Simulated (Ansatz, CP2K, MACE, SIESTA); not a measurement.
**Codes compared on bare NaCl nanocube (216 atoms)**

How near do other programs and methods come to a support-function reference for bare NaCl nanocube (216 atoms)? A support-function run serves as the reference.

Main program and level: Ansatz 0.2.0; Kohn-Sham DFT, PBE, PAW, localised support functions (medium).

## Step 1: The starting structure

The cell holds 216 atoms: 108 Na and 108 Cl. Its edges and angles: a = 24.100 Å, b = 24.100 Å, c = 24.100 Å, α = 90.0°, β = 90.0°, γ = 90.0°. It derives from NaCl (rock-salt). Block of 6 x 6 x 6 atoms cut along {100} from rock-salt NaCl (a = 5.64 Å), 10 Å of vacuum; minimised with a classical potential. Then every atom was moved at random, 0.03 Å r.m.s. a Cartesian component. Vacuum lies along a, b and c.

## Step 2: Support-function reference

The PAW files are the set soft_2.

File input.yaml:

```yaml
crystal:
  lattice:
    - [24.1, 0.0, 0.0]
    - [0.0, 24.1, 0.0]
    - [0.0, 0.0, 24.1]
  atoms:
    - { symbol: Na, position: [0.22099, 0.2194, 0.22085] }
    - { symbol: Cl, position: [0.3305, 0.20869, 0.20982] }
    - { symbol: Na, position: [0.21637, 0.32689, 0.32677] }
    - { symbol: Cl, position: [0.32876, 0.32807, 0.32976] }
    [... 206 atom lines left out ...]
    - { symbol: Na, position: [0.6705, 0.7815, 0.78174] }
    - { symbol: Cl, position: [0.78724, 0.7868, 0.78452] }
    - { symbol: Na, position: [0.77876, 0.67154, 0.78108] }
    - { symbol: Cl, position: [0.67014, 0.6694, 0.7958] }
    - { symbol: Na, position: [0.77941, 0.78282, 0.67129] }
    - { symbol: Cl, position: [0.67169, 0.79388, 0.66853] }
kpoints:
  mp_grid: { grid: [1, 1, 1] }
hamiltonian:
  xc: pbe
scf:
  occupations: { method: fermi_dirac, width: 0.05 }
  eigensolver: { kind: { support_functions: { accuracy: medium } } }
  mixing: { beta: 0.2 }
  max_iter: 150
output:
  forces: true
  eigenvalues: true
```

Run with:

```console
$ ansatz run input.yaml --threads 8 --pin off --max-ram 31232MiB --backend cpu --events-out ev --progress --plain --runs-dir out
```

The program printed:

```text
Warning: scf.eigensolver.kind.support_functions: disabling space-group detection — the functions' gradient is summed over unrotated k-points, so no spatial operation reduces the k-mesh or symmetrises the density; time reversal is kept, so that k and −k are solved as one point where they differ and the mesh holds both, and exact exchange and, on two spinor components, a DFT+U term hold to it where the run has them: [...]
settings of this run that can trade accuracy for cost: scf.eigensolver.kind.support_functions [...]
[...]
Pseudopotentials: kind: paw
Pseudopotential: Na, paw, valence charge 9, recommended cutoff 420 eV (normal), Na.paw.azcp
Pseudopotential: Cl, paw, valence charge 7, recommended cutoff 420 eV (normal), Cl.paw.azcp
[... 5 lines on functional and potentials left out ...]
Crystal: 216 atoms, lattice volume = 13997.521 Å³
Basis set: ecut = 420 eV, 273425 PW (Γ), exchange–correlation on 324×324×324 points (8 copies of the dense FFT grid, shifted against one another)
Bands: 1037, of which v1, the nominal top of the filled ones, is band 864 counted from 1 (863 counted from 0)
Symmetry: 1 space group operations
k-points: 1
[... 5 lines on functional and potentials left out ...]
Initial density: superposition of atomic densities (neutral atoms: chi_scale 0, normalization atom)
Initial wavefunctions: pseudopotential atomic-orbital guess
[...]
SCF iter   1: F=—  HF=-277517.443609 eV  |F-HF|=—  |Δ(HF+E_count)|=         —  Δρ=1.85e-2  dr2=1.12e2  ethr=1.00e-1
preconditioner: auto → Resta (q_TF=auto, 1.925 Å⁻¹)  ε∞=3.1  [insulator: Δε(μ)=5.945 eV  Ē_g=12.650 eV  σ=0.050 eV  W_gap=1.00  n_scr=1742 (ndim 8)  ℏωp=9.2 eV  f_vac=0.585  D(μ)=0.00/eV (n_scr^D=0)  ε∞_Penn≈1.5  vacuum switching on, ρ_ref=2.9e-3 e/Å³]
[...]
SCF iter  13: F=—  HF=-277491.657664 eV  |F-HF|=—  |Δ(HF+E_count)|=   4.02e-4  Δρ=1.08e-5  dr2=1.56e-5  ethr=3.58e-9  κ⁻¹=2.6e-6(r=7)
SCF iter  14: F=-277491.657994 eV  HF=-277491.657996 eV  |F-HF|=2.04e-6  |Δ(HF+E_count)|=   3.32e-4  Δρ=3.77e-6  dr2=1.73e-6  ethr=9.00e-10
SCF 1 converged in 14 iterations: F = -277491.663388 eV  dr2 = 1.73e-6
[...]
SCF converged after 14 iterations
Stability not checked: this state was not tested for a lower state beside it, because the mixer in use, unlike msr1, does not test its closes by its own steps (another_mixer; see scf.mixing.algorithm and scf.lower_state_search)
Free energy (F): -277491.663388 eV
Harris-Foulkes:  -277491.663390 eV  (|F-HF|=2.04e-6)
Internal energy: -277491.663388 eV  (E = F + TS)
E sigma→0 (E₀):  -277491.663388 eV
Fermi energy:    -1.250579 eV
--- Per-component energies (eV) ---
[...]
Σ components = -277491.663388   (vs F -277491.663388, Δ=0.00e0)
--- Forces (eV/Å), atoms counted from 1 ---
  atom   1  Na     0.01856045     0.12378257     0.02241923
  atom   2  Cl    -0.11728664     0.14190651     0.15952135
  atom   3  Na    -0.32363327     0.05390741    -0.01393933
  atom   4  Cl     0.00530821     0.06875257    -0.03133832
[...]
atom 216  Cl    -0.28876739    -0.19140554    -0.00930973
  max |Σ_I F_I| component: 1.64e-2 eV/Å
--- Band table (eV) ---
  k-point 0: bands = ["-54.1961", "-54.0773", "-54.0084", "-53.9218", [... 863 levels ...], "1.1575", "1.3946", "1.4390", "1.4576", "1.4696", "1.6624", "1.6929", "1.7630", "1.7886", "1.8091", "1.8210", "1.8940"]
settings of this run that can trade accuracy for cost: scf.eigensolver.kind.support_functions [...]
```

It took 4.8 min on 8 threads of Arm Neoverse V1, shared host; peak memory 11 GiB; 37 min of CPU time.

Read from the output:

```yaml
free_energy: -277491.6634 eV
free_energy_per_atom: -1284.6836 eV/atom
scf_cycles: 14
r_m_s_force_component: 0.1626 eV/Å
longest_force: 0.5744 eV/Å
fermi_energy: -1.251 eV
spacing_of_highest_filled_and_lowest_empty_level: 4.212 eV
```

Neighbours are counted within 3.43 Å (Cl-Na).

Length of the force by element and coordination:

```csv
element,coordination,atoms,mean length of the force (eV/Å),spread,least,most
Cl,all,108,0.262,0.0855,0.0401,0.475
Cl,3,4,0.401,0.05,0.335,0.475
Cl,4,24,0.268,0.0628,0.129,0.434
Cl,5,48,0.291,0.0514,0.193,0.426
Cl,6,32,0.197,0.0978,0.0401,0.424
Na,all,108,0.271,0.0958,0.0931,0.574
Na,3,4,0.143,0.0328,0.117,0.199
Na,4,24,0.276,0.0797,0.124,0.414
Na,5,48,0.328,0.0794,0.197,0.574
Na,6,32,0.199,0.0665,0.0931,0.367
```

The levels nearest the highest filled one (over half full), pooled over k-points and spins:

```
level less the highest filled one (eV)  occupation
                                -0.115           2
                                -0.113           2
                                -0.107           2
                                -0.103           2
                                -0.103           2
                                     0           2
                                  4.21           0
                                  4.45           0
                                  4.50           0
                                  4.53           0
                                  4.76           0
                                  4.81           0
```

## Step 3: Local order

Normalised to the volume that the atoms fill. g(r), total and by pair (bins of 0.1 Å):

```csv
r (Å),total,Cl-Cl,Cl-Na,Na-Na
2.45,0.00,0.00,0.00,0.00
2.55,0.02,0.00,0.05,0.00
2.65,1.24,0.00,2.47,0.00
2.75,6.00,0.00,12.00,0.00
2.85,2.20,0.00,4.40,0.00
2.95,0.61,0.00,1.23,0.00
3.05,0.48,0.00,0.95,0.00
3.15,0.00,0.00,0.00,0.00
3.25,0.00,0.00,0.00,0.00
3.35,0.00,0.00,0.00,0.00
3.45,0.00,0.00,0.00,0.00
3.55,0.00,0.00,0.00,0.00
3.65,0.25,0.00,0.00,0.99
3.75,0.63,0.13,0.00,2.41
3.85,2.85,2.82,0.00,8.59
3.95,2.87,5.65,0.00,5.82
4.05,1.39,5.08,0.00,0.49
4.15,0.60,2.41,0.00,0.00
4.25,0.11,0.44,0.00,0.00
4.35,0.11,0.45,0.00,0.00
4.45,0.01,0.03,0.00,0.00
4.55,0.09,0.00,0.19,0.00
4.65,0.27,0.00,0.55,0.00
4.75,0.78,0.00,1.56,0.00
4.85,1.12,0.00,2.23,0.00
4.95,0.87,0.00,1.74,0.00
5.05,0.11,0.00,0.23,0.00
5.15,0.00,0.00,0.00,0.00
5.25,0.00,0.00,0.00,0.00
5.35,0.12,0.10,0.00,0.36
5.45,0.80,1.08,0.00,2.12
5.55,0.71,1.19,0.00,1.66
5.65,0.26,0.84,0.00,0.21
5.75,0.14,0.57,0.00,0.00
5.85,0.10,0.41,0.00,0.00
5.95,0.12,0.00,0.25,0.00
6.05,0.74,0.00,1.48,0.00
6.15,1.95,0.00,3.90,0.00
6.25,1.65,0.00,3.31,0.00
6.35,0.72,0.00,1.43,0.01
6.45,0.48,0.00,0.91,0.10
6.55,0.17,0.00,0.05,0.56
6.65,0.48,0.10,0.00,1.81
6.75,1.31,1.34,0.00,3.92
```

Bonds by pair of elements; cutoffs follow the first minimum of g(r), held within bounds set by covalent radii, and pairs that aren't listed don't count as bonded:

| pair A-B | cutoff (Å) | bonds | mean length (Å) | spread (Å) | shortest (Å) | B about A | A about B |
| --- | --- | --- | --- | --- | --- | --- | --- |
| Cl-Na | 3.43 | 540 | 2.79 | 0.09 | 2.59 | 5 | 5 |

How many atoms have how many bonded neighbours:

```csv
element,mean,3,4,5,6
Cl,5,4,24,48,32
Na,5,4,24,48,32
```

## Step 4: The ladder

The programs:
- MACE: machine-learned potential, published weights.
- SIESTA 5.4.2: numerical atomic orbitals, whose automatically made sets are far from complete, with PseudoDojo norm-conserving potentials that we converted to its format (checked against support functions on the same files for H, C, O, Si, Ge and Ca alone); labels give functional, basis size, energy shift and mesh cutoff.

All use the same cell and atoms; the electronic-structure runs use the same k-mesh, and an electronic temperature of 580 K (0.05 eV) where levels are smeared.

Differences are against the support-function reference, forces as r.m.s. over components; share is that over the reference's r.m.s. force, slope the least-squares factor from reference forces to these. Total energies of different programs have different zeros and aren't compared.

| run | Δ force, r.m.s. (meV/Å) | share (%) | slope | Δ gap (eV) | cores | CPU time | memory (GiB) |
| --- | --- | --- | --- | --- | --- | --- | --- |
| reference | - | - | - | - | 8 | 37 min | 11 |
| MACE MP-0b2 small potential | 48.9 | 30.0 | 0.834 | - | 4 | 7.8 s | 0.76 |
| SIESTA PBE, DZP, shift 0.01 Ry, mesh 350 Ry | 47.6 | 29.2 | 1.094 | -0.0959 | 4 | 13 min | 6 |
| SIESTA PBE, SZ, shift 0.02 Ry, mesh 350 Ry (coarse) | 246 | 152 | 1.415 | -1.31 | 4 | 5.9 min | 3.8 |

Rows marked coarse were listed beforehand as settings not expected to be converged; some can still land near the reference.

Times of the machine-learned potentials are mostly Python's start and the loading of weights.

CPU time is summed over cores on a shared host, where runs went side by side, so it is rough. Symmetry, cutoffs, thresholds, outputs and thread counts weren't matched or tuned between programs; memory under MPI is the largest rank's times the ranks.

## Step 5: Results

```yaml
reference_r_m_s_force_component: 0.163 eV/Å
nearest_in_forces: SIESTA PBE, DZP, shift 0.01 Ry, mesh 350 Ry, 29 %
farthest_in_forces: SIESTA PBE, SZ, shift 0.02 Ry, mesh 350 Ry (coarse), 152 %
cheapest_electronic_structure_run_beside_the_reference: SIESTA PBE, SZ, shift 0.02 Ry, mesh 350 Ry, 5.9 min of CPU time
```

In words: The PBE run in local orbitals, coarse settings apart, differs by 29 % (SIESTA PBE, DZP, shift 0.01 Ry, mesh 350 Ry); basis, grid and potentials can all enter. Machine-learned potentials differ by 30 % (MACE MP-0b2 small potential); they were trained on other programs' data. Among those trained on PBE data the slope goes as low as 0.83. Runs with settings chosen to be coarse differ by 152 % (SIESTA PBE, SZ, shift 0.02 Ry, mesh 350 Ry), their programs' other errors included. Of the electronic-structure runs that take under half the reference's CPU time, SIESTA PBE, DZP, shift 0.01 Ry, mesh 350 Ry comes nearest, at 29 % in 13 min against 37 min. At the same functional, gaps differ from the reference's 4.21 eV by between -1.31 and -0.10 eV. In the reference: filled and empty levels are parted by 4.21 eV (at Γ alone); a semilocal functional tends to put such gaps too low. In the reference: for some of the pairs, g(r) has its first main peak near 3.98 Å (Cl-Cl), 2.77 Å (Cl-Na) and 3.87 Å (Na-Na). The name gives the shape as built, which the classical minimisation can have changed. Beside vacuum, support functions can miss their usual error bounds without a warning.

[Also dropped from logs without a mark: logging warnings of Python, and SIESTA's first energy breakdown and zero terms.]

[Logs are printed without paths, hosts, clocks, repeated set-up lines and the standing remarks that a program may print on its own settings, such as how far it seeks lower states.]

[Hosts, paths, dates, database ids (printed as entryN), source tags and the programs' standing remarks are cut or masked in the printed files.]
